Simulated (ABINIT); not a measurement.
Wanted: the native input for an ABINIT 10.8.3 (patched build) run.

```yaml
Task: single point
Functional: LDA
Potentials_or_basis: JTH PAW LDA v2.0
Cutoff: 408 eV
k_mesh: 10 × 10 × 10
Occupations: fermi-dirac, width 0.05 eV
Spin: no spin polarisation
Fine-grid_cutoff: 816.342 eV
```

Sb:

```
Sb
1.0
     2.15420    1.24373    3.75800
    -2.15420    1.24373    3.75800
     0.00000   -2.48746    3.75800
Sb
2
Direct
  0.76651 0.76651 0.76651
  0.23349 0.23349 0.23349
```

One way to write it, as run:

run.abi

```
# Pseudopotentials
pp_dirpath "./"
pseudos "Sb.LDA_PW-JTH.xml"

# Structure
acell 4.5066618304 4.5066618304 4.5066618304 Angstrom
rprim
     0.4780034715     0.2759754330     0.8338766345
    -0.4780034715     0.2759754330     0.8338766345
     0.0000000000    -0.5519508659     0.8338766345
ntypat 1
znucl 51
natom 2
typat 1 1
xcart
     0.0000000000     0.0000000000     8.6416337400
     0.0000000000     0.0000000000     2.6323662600 Angstrom

# Plane-wave basis
ecut 15.0
pawecutdg 30.0

# k points
kptopt 1
ngkpt 10 10 10
nshiftk 1
shiftk 0.0 0.0 0.0

# Exchange and correlation
ixc 7

# Bands and occupations
nband 19
occopt 3
tsmear 0.05 eV

# SCF cycle
nstep 100
tolvrs 1.0e-9

# Output
iomode 3
prtwf 0
prtden 0
prteig 0
prtebands 0
enunit 2
```

Potentials or basis: JTH PAW LDA v2.0.

Run with:

```console
$ abinit run.abi > log 2>&1
```

Results of the run:

```json
{
 "Largest force": "0.046 eV/Å",
 "Band gap on the k mesh": "none (metal or under the smearing width)",
 "Valence electrons inside the program's atomic spheres": "Sb 12.47 (radii [1.2705] Å)"
}
```

Run time: 38 s on 1 thread of AMD EPYC 9R45 96-Core Processor (Zen 5), with other jobs on the host, peak memory 0.16 GiB.
